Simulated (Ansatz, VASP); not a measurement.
Mg: VASP beside Ansatz

```
Mg
1.0
     0.02074    2.21365    2.27413
     2.26756    0.04128    2.25359
     2.30140    2.22695    0.00745
Mg
1
Direct
  0.00172 0.00720 0.98951
```

Change from the starting cell: cell strained at random at fixed volume.

Alike in both runs: task single point; functional PBE; k mesh 10 × 10 × 10; occupations fermi-dirac, width 0.05 eV; no spin polarisation.

|  | VASP | Ansatz |
| --- | --- | --- |
| version | VASP 6.6.1 | Ansatz 0.2.0 |
| potentials or method | VASP PAW PBE potentials, release 64 (Mg), cutoff 520 eV | all-electron LAPW, scalar-relativistic |

```csv
,VASP,Ansatz,Ansatz less VASP
gap on the k mesh at the Fermi level (eV),none,none,-
pressure (GPa),0.7,0.8,+0.10
largest component of the traceless stress (GPa),0.71,0.71,-0.003
```

A gap of «none» marks a metal or a gap that the smearing closes. Ansatz ran all-electron here, so the differences hold the error of VASP's frozen core and of both bases.
